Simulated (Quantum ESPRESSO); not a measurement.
# NaI (Fm-3m) in Quantum ESPRESSO: settings compared, part 3 of 5

Quantum ESPRESSO 7.5. Earlier steps stand in the parts before.

### Step 5. Berry-phase polarisation, B86bPBE (atoms moved at random, drawn with an rms of 0.15 Å)

pw.in

```
&CONTROL
  calculation = 'scf'
  prefix = 'pwscf'
  outdir = './tmp'
  pseudo_dir = './pseudo'
  tprnfor = .true.
  tstress = .true.
  disk_io = 'low'
/
&SYSTEM
  ibrav = 0
  A = 4.57696077
  nat = 2
  ntyp = 2
  ecutwfc = 88
  nbnd = 14
  input_dft = 'b86bpbe'
  occupations = 'smearing'
  smearing = 'fd'
  degauss = 0.00367493
/
&ELECTRONS
  conv_thr = 4d-10
  electron_maxstep = 120
  mixing_beta = 0.5
/
ATOMIC_SPECIES
I    126.9045 I.upf
Na    22.9898 Na.upf
CELL_PARAMETERS alat
   0.0000000000    0.7071067817    0.7071067817
   0.7071067817    0.0000000000    0.7071067817
   0.7071067817    0.7071067817    0.0000000000
ATOMIC_POSITIONS alat
I      0.6902726905    0.7004126018    0.7280795688
Na     0.0305144861   -0.0136634243   -0.0123100220
K_POINTS automatic
3 3 3 0 0 0
```

scf2.in

```
&CONTROL
  calculation = 'scf'
  prefix = 'pwscf'
  outdir = './tmp'
  pseudo_dir = './pseudo'
  tprnfor = .true.
  tstress = .true.
  disk_io = 'low'
/
&SYSTEM
  ibrav = 0
  A = 4.57696077
  nat = 2
  ntyp = 2
  ecutwfc = 88
  nbnd = 14
  input_dft = 'b86bpbe'
  occupations = 'fixed'
/
&ELECTRONS
  conv_thr = 1d-11
  electron_maxstep = 120
  mixing_beta = 0.5
  startingpot = 'file'
  startingwfc = 'file'
/
ATOMIC_SPECIES
I    126.9045 I.upf
Na    22.9898 Na.upf
CELL_PARAMETERS alat
   0.0000000000    0.7071067817    0.7071067817
   0.7071067817    0.0000000000    0.7071067817
   0.7071067817    0.7071067817    0.0000000000
ATOMIC_POSITIONS alat
I      0.6902726905    0.7004126018    0.7280795688
Na     0.0305144861   -0.0136634243   -0.0123100220
K_POINTS automatic
3 3 3 0 0 0
```

berry1.in

```
&CONTROL
  calculation = 'nscf'
  prefix = 'pwscf'
  outdir = './tmp'
  pseudo_dir = './pseudo'
  disk_io = 'low'
  lberry = .true.
  gdir = 1
  nppstr = 8
/
&SYSTEM
  ibrav = 0
  A = 4.57696077
  nat = 2
  ntyp = 2
  ecutwfc = 88
  input_dft = 'b86bpbe'
  occupations = 'fixed'
/
&ELECTRONS
  conv_thr = 1d-10
  electron_maxstep = 120
  mixing_beta = 0.5
/
ATOMIC_SPECIES
I    126.9045 I.upf
Na    22.9898 Na.upf
CELL_PARAMETERS alat
   0.0000000000    0.7071067817    0.7071067817
   0.7071067817    0.0000000000    0.7071067817
   0.7071067817    0.7071067817    0.0000000000
ATOMIC_POSITIONS alat
I      0.6902726905    0.7004126018    0.7280795688
Na     0.0305144861   -0.0136634243   -0.0123100220
K_POINTS automatic
8 3 3 0 0 0
```

berry2.in

```
&CONTROL
  calculation = 'nscf'
  prefix = 'pwscf'
  outdir = './tmp'
  pseudo_dir = './pseudo'
  disk_io = 'low'
  lberry = .true.
  gdir = 2
  nppstr = 8
/
&SYSTEM
  ibrav = 0
  A = 4.57696077
  nat = 2
  ntyp = 2
  ecutwfc = 88
  input_dft = 'b86bpbe'
  occupations = 'fixed'
/
&ELECTRONS
  conv_thr = 1d-10
  electron_maxstep = 120
  mixing_beta = 0.5
/
ATOMIC_SPECIES
I    126.9045 I.upf
Na    22.9898 Na.upf
CELL_PARAMETERS alat
   0.0000000000    0.7071067817    0.7071067817
   0.7071067817    0.0000000000    0.7071067817
   0.7071067817    0.7071067817    0.0000000000
ATOMIC_POSITIONS alat
I      0.6902726905    0.7004126018    0.7280795688
Na     0.0305144861   -0.0136634243   -0.0123100220
K_POINTS automatic
3 8 3 0 0 0
```

berry3.in

```
&CONTROL
  calculation = 'nscf'
  prefix = 'pwscf'
  outdir = './tmp'
  pseudo_dir = './pseudo'
  disk_io = 'low'
  lberry = .true.
  gdir = 3
  nppstr = 8
/
&SYSTEM
  ibrav = 0
  A = 4.57696077
  nat = 2
  ntyp = 2
  ecutwfc = 88
  input_dft = 'b86bpbe'
  occupations = 'fixed'
/
&ELECTRONS
  conv_thr = 1d-10
  electron_maxstep = 120
  mixing_beta = 0.5
/
ATOMIC_SPECIES
I    126.9045 I.upf
Na    22.9898 Na.upf
CELL_PARAMETERS alat
   0.0000000000    0.7071067817    0.7071067817
   0.7071067817    0.0000000000    0.7071067817
   0.7071067817    0.7071067817    0.0000000000
ATOMIC_POSITIONS alat
I      0.6902726905    0.7004126018    0.7280795688
Na     0.0305144861   -0.0136634243   -0.0123100220
K_POINTS automatic
3 3 8 0 0 0
```

Potentials or basis: Ansatz NC SR PBE.

Run with:

```
OMP_NUM_THREADS=1 pw.x -in pw.in > pw.out
OMP_NUM_THREADS=1 pw.x -in scf2.in > scf2.out
OMP_NUM_THREADS=1 pw.x -in berry1.in > berry1.out
OMP_NUM_THREADS=1 pw.x -in berry2.in > berry2.out
OMP_NUM_THREADS=1 pw.x -in berry3.in > berry3.out
```

pw.out:

```text
[... set-up lines left out ...]
     Self-consistent Calculation

     iteration #  1     ecut=    88.00 Ry     beta= 0.50
     Davidson diagonalization with overlap
     ethr =  1.00E-02,  avg # of iterations =  7.4

     Threshold (ethr) on eigenvalues was too large:
     Diagonalizing with lowered threshold

     Davidson diagonalization with overlap
     ethr =  1.43E-04,  avg # of iterations =  2.7

     total energy              =    -117.56424668 Ry
     estimated scf accuracy    <       0.02251004 Ry

     iteration #  2     ecut=    88.00 Ry     beta= 0.50
     Davidson diagonalization with overlap
     ethr =  1.41E-04,  avg # of iterations =  2.0

     total energy              =    -117.56733079 Ry
     estimated scf accuracy    <       0.00153837 Ry

     iteration #  3     ecut=    88.00 Ry     beta= 0.50
     Davidson diagonalization with overlap
     ethr =  9.61E-06,  avg # of iterations =  5.7

     total energy              =    -117.56754501 Ry
     estimated scf accuracy    <       0.00024633 Ry

     iteration #  4     ecut=    88.00 Ry     beta= 0.50
     Davidson diagonalization with overlap
     ethr =  1.54E-06,  avg # of iterations =  2.9

     total energy              =    -117.56757205 Ry
     estimated scf accuracy    <       0.00000142 Ry

     iteration #  5     ecut=    88.00 Ry     beta= 0.50
     Davidson diagonalization with overlap
     ethr =  8.87E-09,  avg # of iterations =  4.0

     total energy              =    -117.56757333 Ry
     estimated scf accuracy    <       0.00000019 Ry

     iteration #  6     ecut=    88.00 Ry     beta= 0.50
     Davidson diagonalization with overlap
     ethr =  1.17E-09,  avg # of iterations =  2.2

     total energy              =    -117.56757340 Ry
     estimated scf accuracy    <          5.3E-09 Ry

     iteration #  7     ecut=    88.00 Ry     beta= 0.50
     Davidson diagonalization with overlap
     ethr =  3.29E-11,  avg # of iterations =  4.1

     total energy              =    -117.56757341 Ry
     estimated scf accuracy    <          4.0E-10 Ry

     iteration #  8     ecut=    88.00 Ry     beta= 0.50
     Davidson diagonalization with overlap
     ethr =  2.52E-12,  avg # of iterations =  3.3

     End of self-consistent calculation

          k = 0.0000 0.0000 0.0000 (  6375 PWs)   bands (ev):

   -48.7821 -20.7270 -20.7244 -20.7240  -9.2031   1.7963   1.8197   1.8257
     5.4940   9.7807   9.7846   9.8163  11.6627  11.7011

          k = 0.2357 0.2357-0.2357 (  6381 PWs)   bands (ev):

   -48.7820 -20.7301 -20.7254 -20.7243  -8.9746   0.0688   1.5844   1.6138
     6.9550   9.5410   9.5727   9.8535  11.9644  12.1595

          k = 0.4714-0.0000 0.0000 (  6374 PWs)   bands (ev):

   -48.7820 -20.7296 -20.7260 -20.7256  -8.9114   0.2206   1.2373   1.2439
     6.8974   7.7643  10.1101  11.8584  11.8703  12.8479

          k =-0.0000-0.4714 0.4714 (  6393 PWs)   bands (ev):

   -48.7820 -20.7296 -20.7275 -20.7255  -8.8274   0.2605   0.3732   1.3220
     7.4222   8.9612  10.0079  10.6082  11.8223  12.6434

          k =-0.2357-0.2357-0.2357 (  6381 PWs)   bands (ev):

   -48.7820 -20.7284 -20.7271 -20.7246  -8.9737   0.0575   1.6022   1.6122
     6.9455   9.5431   9.5716   9.8894  11.9080  12.1405

          k =-0.2357 0.2357 0.2357 (  6381 PWs)   bands (ev):

   -48.7820 -20.7305 -20.7250 -20.7243  -8.9749   0.0735   1.5841   1.6075
     6.9589   9.5455   9.5679   9.8379  11.9915  12.1643

          k = 0.2357-0.2357 0.2357 (  6381 PWs)   bands (ev):

   -48.7820 -20.7286 -20.7268 -20.7246  -8.9738   0.0584   1.5991   1.6141
     6.9462   9.5422   9.5723   9.8868  11.9122  12.1428

          k =-0.0000 0.4714 0.0000 (  6374 PWs)   bands (ev):

   -48.7820 -20.7284 -20.7273 -20.7253  -8.9120   0.2299   1.2222   1.2458
     6.9081   7.7572  10.0883  11.8322  11.9037  12.8809

          k = 0.0000-0.0000 0.4714 (  6374 PWs)   bands (ev):

   -48.7820 -20.7291 -20.7264 -20.7256  -8.9117   0.2252   1.2311   1.2437
     6.9027   7.7601  10.0989  11.8564  11.8754  12.8666

          k = 0.0000 0.4714 0.4714 (  6393 PWs)   bands (ev):

   -48.7820 -20.7298 -20.7275 -20.7253  -8.8276   0.2629   0.3737   1.3183
     7.4242   8.9611  10.0100  10.5961  11.8352  12.6399

          k =-0.4714 0.0000-0.4714 (  6393 PWs)   bands (ev):

   -48.7820 -20.7283 -20.7274 -20.7270  -8.8271   0.2484   0.3806   1.3259
     7.4136   8.9344  10.0197  10.6777  11.7851  12.6729

          k = 0.4714 0.0000-0.4714 (  6393 PWs)   bands (ev):

   -48.7820 -20.7303 -20.7272 -20.7250  -8.8280   0.2678   0.3806   1.3004
     7.4269   8.9349  10.0329  10.5975  11.8698  12.6513

          k = 0.4714 0.4714 0.0000 (  6393 PWs)   bands (ev):

   -48.7820 -20.7294 -20.7275 -20.7257  -8.8274   0.2578   0.3770   1.3194
     7.4199   8.9471  10.0168  10.6287  11.8198  12.6550

          k =-0.4714 0.4714-0.0000 (  6393 PWs)   bands (ev):

   -48.7820 -20.7298 -20.7273 -20.7255  -8.8276   0.2615   0.3774   1.3140
     7.4227   8.9470  10.0197  10.6118  11.8378  12.6503

     the Fermi energy is     3.5898 ev

!    total energy              =    -117.56757341 Ry
     estimated scf accuracy    <          1.7E-11 Ry
     smearing contrib. (-TS)   =      -0.00000000 Ry
     internal energy E=F+TS    =    -117.56757341 Ry

     The total energy is F=E-TS. E is the sum of the following terms:
     one-electron contribution =     -78.93580904 Ry
     hartree contribution      =      43.06252223 Ry
     xc contribution           =     -21.88710629 Ry
     ewald contribution        =     -59.80718030 Ry

     convergence has been achieved in   8 iterations

     Forces acting on atoms (cartesian axes, Ry/au):

     atom    1 type  1   force =     0.00871040   -0.00096670   -0.00518943
     atom    2 type  2   force =    -0.00871040    0.00096670    0.00518943

     Total force =     0.014404     Total SCF correction =     0.000001

     Computing stress (Cartesian axis) and pressure

          total   stress  (Ry/bohr**3)                   (kbar)     P=       12.93
   0.00011938   0.00000176   0.00000899           17.56        0.26        1.32
   0.00000176   0.00005741  -0.00000114            0.26        8.45       -0.17
   0.00000899  -0.00000114   0.00008691            1.32       -0.17       12.79

=------------------------------------------------------------------------------=
   JOB DONE.
=------------------------------------------------------------------------------=
```

Run time: 66 s. Hardware: 1 thread of Intel Xeon Platinum 8488C (Sapphire Rapids), shared host; peak memory 0.13 GiB.

Results:

```
Free energy            : -1599.5883 eV
Pressure               : 1.3 GPa
Largest force          : 0.262 eV/Å
Band gap on the k mesh : 3.67 eV, direct
```

Forces on the atoms (eV/Å):
```
I    0.224 -0.025 -0.133
Na  -0.224  0.025  0.133
```

Berry-phase polarisation along the lattice vectors (C/m²): 0.461, -0.522, 0.608; quanta: 1.082, 1.082, 1.082

Berry phases in units of 2π:
| direction | ionic | electronic | their sum is defined modulo |
| --- | --- | --- | --- |
| a1 | 0.295 | 0.131 | 1 |
| a2 | -0.244 | -0.239 | 1 |
| a3 | 0.465 | 0.097 | 1 |

Caveat: the k mesh is coarse (spacing up to 0.56 Å⁻¹), so the values aren't converged; the potentials were made for another functional, which shifts forces and pressure; spin-orbit coupling is left out, which moves the levels of the heavy elements.

(Part 3 of 5 ends here.)
